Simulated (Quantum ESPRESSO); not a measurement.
**HfC in Quantum ESPRESSO: convergence with number of bands**

Crystal: HfC.

```
Hf C
1.0
     0.00000    2.32500    2.32500
     2.32500    0.00000    2.32500
     2.32500    2.32500    0.00000
Hf C
1 1
Direct
  0.50000 0.50000 0.50000
  0.00000 0.00000 0.00000
```

* Program: Quantum ESPRESSO 7.5
* Task: single point
* Functional: PBEsol
* Potentials or basis: GBRV 1.5 PBEsol
* Cutoff: 612 eV
* Density cutoff: 4898 eV
* k mesh: 10 × 10 × 10
* Occupations: fermi-dirac, width 0.136 eV
* Spin: no spin polarisation

These are the settings of the first run; the series varies number of bands, with any setting tied to it.

Hardware: 1 thread of Arm Neoverse V1, on a shared host.

```csv
number of bands,"energy less the tightest run, at zero smearing (meV/atom)",SCF cycles,CPU time (s),peak memory (GiB)
10,0.00,12,16,0.17
11,0.00,10,15,0.17
12,0.00,10,15,0.17
14,0.00,9,15,0.17
18,0.00,9,17,0.18
26,0.00,9,22,0.18
```

Against the tightest run, the energy stays within 1 meV/atom from 10 on. The tightest run that finished is the yardstick and may itself not be fully converged.

The run has no spin-orbit coupling, so splittings on Hf are missing.
